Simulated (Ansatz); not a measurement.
## SiC (F-43m):Li_i (void), thermodynamic levels from a 54-atom cell

Charge states of Li_i (void) in SiC (F-43m), set against the band edges. Model: a cell of 54 host atoms with 1 Li put in.

Program: Ansatz 0.2.0. Level of theory: place-levels on r2SCAN runs: charge-transition levels and formation energies with image-charge correction and potential alignment at the atomic sites; PAW set soft_1. Results are calculated unless marked as measured.

**Measured values to reproduce.**

“Insight into the structural, elastic and electronic properties of a new orthorhombic 6O-SiC polytype” (2020, pmc:7200658) quotes from earlier work for SiC, cubic 3C zincblende (literature value): band gap (indirect gap) 2.4 eV [literature value; measurement temperature and method not stated].

## (1) Set-up

The cell holds 55 atoms: 27 Si, 27 C and 1 Li. Its edges and angles: a = 9.242 Å, b = 9.242 Å, c = 9.242 Å, α = 60.0°, β = 60.0°, γ = 60.0°. It derives from SiC (space group F-43m). Nearest the centre at fractional (0.250, 0.250, 0.917): Li55 at 0.00 Å, Si25 at 1.89 Å, Si7 at 1.89 Å, Si19 at 1.89 Å, Si29 at 1.89 Å, C20 at 2.18 Å, C8 at 2.18 Å, C2 at 2.18 Å.

The host's dielectric constants go in as inputs: 7.06 for the electrons alone, 10.43 with the ions, computed on the host (DFPT, PBEsol, on the r2SCAN cell), and a cell off the functional's own equilibrium shifts the ionic part.

The cell's shortest repeat is 9.2 Å.

## (2) What was run first

Levels follow from differences of total energies between charge states, each relaxed by itself.

Random displacements of about 0.05 Å break the site symmetry at the start, so that the relaxation can reach a distorted minimum if there is one. Forces are taken on a 2×2×2 shifted mesh. The cell holds 1 electron fewer than the neutral one, with a uniform background that keeps it neutral on the whole.

The sampling was tested on the host first: at the k-points planned (1x1x1 shifted 0.25 0.25 0.25) its energy lies 0.119 eV an atom from the dense-mesh value, so the final energies take a denser sampling.

One of the inputs; charge, spin and start change from state to state.

Input file qp1.relax/input.yaml:

```yaml
crystal:
  lattice:
    - [0.0, 6.53488873, 6.53488873]
    - [6.53488873, 0.0, 6.53488873]
    - [6.53488873, 6.53488873, 0.0]
  atoms:
    - { symbol: Si, position: [0.0, 0.0, 0.0] }
    - { symbol: C, position: [0.08333333, 0.08333333, 0.08333333] }
    - { symbol: Si, position: [0.0, 0.0, 0.33333333] }
[... 3 atom lines left out ...]
    - { symbol: Si, position: [0.0, 0.33333333, 0.0] }
    - { symbol: C, position: [0.08333333, 0.41666667, 0.08333333] }
    - { symbol: Si, position: [0.0, 0.33333333, 0.33333333] }
[... 2 atom lines left out ...]
    - { symbol: C, position: [0.08333333, 0.41666667, 0.75] }
    - { symbol: Si, position: [0.0, 0.66666667, 0.0] }
[... 3 atom lines left out ...]
    - { symbol: Si, position: [0.0, 0.66666667, 0.66666667] }
[... 1 atom line left out ...]
    - { symbol: Si, position: [0.33333333, 0.0, 0.0] }
    - { symbol: C, position: [0.41666667, 0.08333333, 0.08333333] }
    - { symbol: Si, position: [0.33333333, 0.0, 0.33333333] }
[... 2 atom lines left out ...]
    - { symbol: C, position: [0.41666667, 0.08333333, 0.75] }
    - { symbol: Si, position: [0.33333333, 0.33333333, 0.0] }
[... 3 atom lines left out ...]
    - { symbol: Si, position: [0.33333333, 0.33333333, 0.66666667] }
    - { symbol: C, position: [0.41666667, 0.41666667, 0.75] }
[... 4 atom lines left out ...]
    - { symbol: Si, position: [0.33333333, 0.66666667, 0.66666667] }
[... 1 atom line left out ...]
    - { symbol: Si, position: [0.66666667, 0.0, 0.0] }
[... 3 atom lines left out ...]
    - { symbol: Si, position: [0.66666667, 0.0, 0.66666667] }
[... 5 atom lines left out ...]
    - { symbol: Si, position: [0.66666667, 0.33333333, 0.66666667] }
[... 7 atom lines left out ...]
    - { symbol: Li, position: [0.25, 0.25, 0.916667] }
  host:
    repeats: [3, 3, 3]
    atoms:
      - { symbol: Si, position: [0.0, 0.0, 0.0] }
      - { symbol: C, position: [0.25, 0.25, 0.25] }
total_charge: 1
basis:
  ecutwfc: 500
  xc_grid: 2
hamiltonian:
  xc: r2scan
  pseudopotentials: { kind: paw, azcp: { folder: soft_1 } }
kpoints:
  mp_grid: { grid: [2, 2, 2], shift: [0.5, 0.5, 0.5] }
scf:
  occupations: { method: fixed }
  max_iter: 60
output:
  forces: true
  charged_corrections:
    epsilon: 7.06
    static_epsilon: 10.43
    defect_position: [0.25, 0.25, 0.916667]
relax:
  f_tol: 0.02
  max_steps: 80
  random_displacement: { amplitude: 0.05, seed: 3518 }
checkpoint:
  write: "../qp1.relax.run"
  compress: false
  write_wavefunctions: true
  write_every: 100000
```

The run is started by

```bash
$ ansatz run input.yaml --threads 4 --pin off --max-ram 7536MiB --backend cpu --events-out ev --progress --plain --runs-dir out
```

The run of this state that the levels use, under r2SCAN:

Input file qp1.point/input.yaml:

```yaml
crystal:
  checkpoint: "../qp1.relax.run"
  host: checkpoint
total_charge: 1
basis:
  ecutwfc: 500
  xc_grid: 2
hamiltonian:
  xc: r2scan
  pseudopotentials: { kind: paw, azcp: { folder: soft_1 } }
kpoints:
  mp_grid: { grid: [2, 2, 2], shift: [0.5, 0.5, 0.5] }
scf:
  occupations: { method: fixed }
  max_iter: 60
output:
  forces: true
  eigenvalues: true
  charged_corrections:
    epsilon: 7.06
    static_epsilon: 10.43
    defect_position: [0.25, 0.25, 0.916667]
  eigenstates: { localisation: true }
  populations: true
  band_densities: [{ bands: [v1, v1] }, { bands: [c1, c1] }]
  write_density: true
  write_potential: true
  volumetric_format: npy
checkpoint:
  read: "../qp1.relax.run"
  write: "../qp1.point.run"
  compress: false
  write_wavefunctions: false
  write_every: 100000
```

Relaxations under r2SCAN at a 2×2×2 shifted mesh; times on 4 threads of Arm Neoverse V1, shared host:

```tsv
charge	moment (μB)	occupations	outcome	steps	largest displacement against the far atoms (Å)	time
0	1	fixed	converged	6	0.14	6.4 min
+1	0	fixed	converged	4	0.14	2 min
```

Single points under r2SCAN at a 2×2×2 shifted mesh; times on 4 threads of Arm Neoverse V1, shared host:

```tsv
charge	moment (μB)	occupations	outcome	time
0	1	fixed	converged	60 s
+1	0	fixed	converged	27 s
```

Distances (Å) from Li55 to the nearest atoms after relaxation with r2SCAN:

```tsv
charge	moment (μB)	1.	2.	3.	4.	5.	6.
0	1	Si 2.03	Si 2.03	Si 2.03	Si 2.03	C 2.16	C 2.16
+1	0	Si 2.02	Si 2.02	Si 2.02	Si 2.02	C 2.16	C 2.16
```

## (3) place-levels, r2SCAN

A charged cell interacts with its images and the background, and its potential has another zero than the host's. place-levels removes the first by a point-charge model, screened by the static dielectric constant since the ions have relaxed around the charge, and the second by comparing potentials at atoms far from the defect.

The host is a run of the defect-free crystal in the same cutoffs, grids and k-points, so that basis and sampling errors cancel in part in the differences. The host is run in a cell of 2 atoms on a matching mesh. Its band edges are searched through the zone by a band path, so the gap is smaller than, or equal to, that on the mesh. Chemical potentials are energies per atom of Li (bcc), run with the same functional and cutoff.

Input file levels.point.yaml:

```yaml
host:
  run: host.point.run
states: [q0_M1.point.run, qp1.point.run]
geometry_from:
  q0_M1.point.run: q0_M1.relax.run
  qp1.point.run: qp1.relax.run
  host.point.run: host.relax.run
chemical_potentials:
  Li:
    energy: -205.132397
    dataset: <sha256 of the dataset>
epsilon: 7.06
static_epsilon: 10.43
vertical:
  - { from: qp1.point.run, to: qp1.point_neutral.run }
```

The run is started by

```bash
$ ansatz place-levels levels.point.yaml -- --threads 4 --pin off --max-ram 7536MiB
```

Numbers of over 12 decimals in the logs are rounded to 6 here.

Log:

```text
[... repeated set-up lines and file paths are left out, and long positions are rounded to six places ...]
(+1/0) 1.764 eV above the valence edge (+2.080 eV without the band-filling correction), in the conduction band
formation energy of charge +1: +1.589 eV with the Fermi level at the valence edge
formation energy of charge 0: +3.353 eV with the Fermi level at the valence edge
vertical +1 to 0: no energy, since no alignment is typed
  the change from vertical[0].from (qp1.point.run) to vertical[0].to (qp1.point_neutral.run): by its potential at epsilon 7.06 it stands at 0.421 0.422 0.087, with an rms radius of about 5.5 Å (3.2 3.2 3.2 Å across the planes of the cell's vectors); [...]
  edges by r2scan, gap 1.710 eV; the host is sampled to repeats of 18.48 Å
  the defect's cells are sampled to repeats of 18.48 Å, like sampling
  charge +1: -24278.8380 eV with its correction of +0.315 eV, at epsilon 10.43, aligned at sites: +0.0733 eV, mean over 24 atomic sites at or beyond 4.62 Å from the defect at [0.2500, 0.2500, 0.9167], with +0.000000 for the charge's moments and without [...]
  charge 0: +0.000 eV for its dipole among its images, +0.000 omitted
  of states[1] (qp1.point.run): it parts from the run at its places by a charge that spreads by about 3.2 Å along one vector (1.3 Å or more is wide), by its potential at epsilon 7.06, taken for that of held ions (one typed too small widens it), where the cell [...]
  of states[0] (q0_M1.point.run): a band-filling correction moves a carrier to the host's band edge, which changes its energy by -0.316 eV; [...]
  of vertical[0].from (qp1.point.run): it parts from the run at its places by a charge that spreads by about 3.2 Å along one vector (1.3 Å or more is wide), by its potential at epsilon 7.06, taken for that of held ions (one typed too small widens it), where [...]
  of vertical[0].to (qp1.point_neutral.run): stability_check_not_made
```

The job ended after 0.21 s (4 threads of Arm Neoverse V1, shared host).

Levels between the charges placed, in eV above the valence top:

```tsv
	gap (eV)	(+1/0)
r2SCAN	1.71	1.76
```

Corrections by state:

```tsv
charge	moment (μB)	image terms and alignment (eV)	band filling (eV)	ε used	over the lowest of its charge, as the program ranks them, band filling apart (eV)
+1	0.0	0.315	-	10.43	0.000
0	1.0	0.000	-0.316	-	0.000
```

The charged structures listed were also run neutral, and place-levels reads from each pair, by the potential or the spins, how wide the charge is by which they differ; that can be the carrier of either run.

```tsv
charge	rms radius (Å)	spread where it is widest against the cell (Å)	wide from (Å)	reading
+1	5.5	3.18	1.31	wide
```

The neutral runs of these pairs need not share the spin of the lowest neutral state, and very wide values only mean spread over the cell.

From the program's caveats on the states, each cut to its opening words:

- charge +1: it parts from the run at its places by a charge that spreads by about 3.2 Å along one vector (1.3 Å or more is wide), by its potential at epsilon 7.06, taken [...]
- charge +1: its alignment with the host at atomic sites is doubtful: the mean over the far sites moves by -0.1273 eV from their farther parts to their nearer, more than [...]
- charge 0 (1 μB): a band-filling correction moves a carrier to the host's band edge, which changes its energy by -0.316 eV
- charge 0 (1 μB): its alignment with the host at atomic sites is doubtful: the mean over the far sites moves by -0.1437 eV from their farther parts to their nearer, more than [...]
- charge 0 (1 μB): flagged: stability check not made

The host's formation energy from the elements is -0.356 eV per atom; it sets how far the chemical potentials can move.

Formation energies (eV), C-rich (Δμ(C) = 0.00 eV, Δμ(Si) = -0.71 eV, Δμ(Li) = 0.00 eV):

```tsv
charge	Fermi level at the valence top	at the conduction bottom
+1	1.59	3.30
0	3.35	3.35
```

Formation energies (eV), Si-rich (Δμ(Si) = 0.00 eV, Δμ(C) = -0.71 eV, Δμ(Li) = 0.00 eV):

```tsv
charge	Fermi level at the valence top	at the conduction bottom
+1	1.59	3.30
0	3.35	3.35
```

## (4) Summary of results

* gap of the host: 1.71 eV (r2SCAN)
* level (plus 1/0): 1.76 eV above the valence top, past the conduction bottom (2.08 eV above the valence top without the band-filling term)
* lowest of the charges placed, just above the valence top (0.02 eV): +1
* lowest of the charges placed, just below the conduction bottom (0.02 eV): +1
* lowest formation energy at mid-gap of the charges run, C-rich: 2.44 eV
* lowest formation energy at mid-gap of the charges run, Si-rich: 2.44 eV

**Reading.** Of the charges placed (0 and +1), +1 is the lowest from 0.02 eV above the valence top to 0.02 eV below the conduction bottom, a gap of 1.71 eV. Charges above +1 and below 0 were not placed, so these runs say nothing of levels that involve them. States placed: +1 at 0 μB; 0 at 1 μB. Other spin states or structures, where not listed, weren't placed. The program finds carriers beyond a band edge of the host and adds a band-filling term at charge 0 (-0.32 eV); steps to such a charge show no bound level, and a defect level inside a band would be read the same way. Li is taken at its element; compounds, which aren't counted here, bound the chemical potentials and would shift these formation energies. The program doubts the alignment of potentials for at least one state, a sign that the cell is small. What this leaves open: r2SCAN makes the gap too small and tends to spread out bound carriers.

Computed beside measured:

```
                             quantity  measured           r2SCAN
band gap (least gap of the host) (eV)       2.4  1.71 (-0.69 eV)
```

Measured values from pmc:7200658 (2020).

Verdict: The band gap is off by -0.69 eV: a clear miss. Local and semilocal functionals usually give gaps below the measured ones. Zero-point and thermal motion shift the measured gap.

[Logs are printed without paths, hosts, clocks, repeated set-up lines and the standing remarks that a program may print on its own settings, such as how far it seeks lower states.]

[Hosts, paths, dates, database ids (printed as entryN), source tags and the programs' standing remarks are cut or masked in the printed files.]

[Where a table of states has a column of steps, it counts the stored structures, which are thinned; the runs took as many ionic steps or more.]

[A defect's name tells the site on which it was built; relaxed atoms can leave that site.]

[For some hosts the program warned that the k-mesh of the response run may be too coarse for force constants and the static dielectric constant; such warnings are not shown here.]
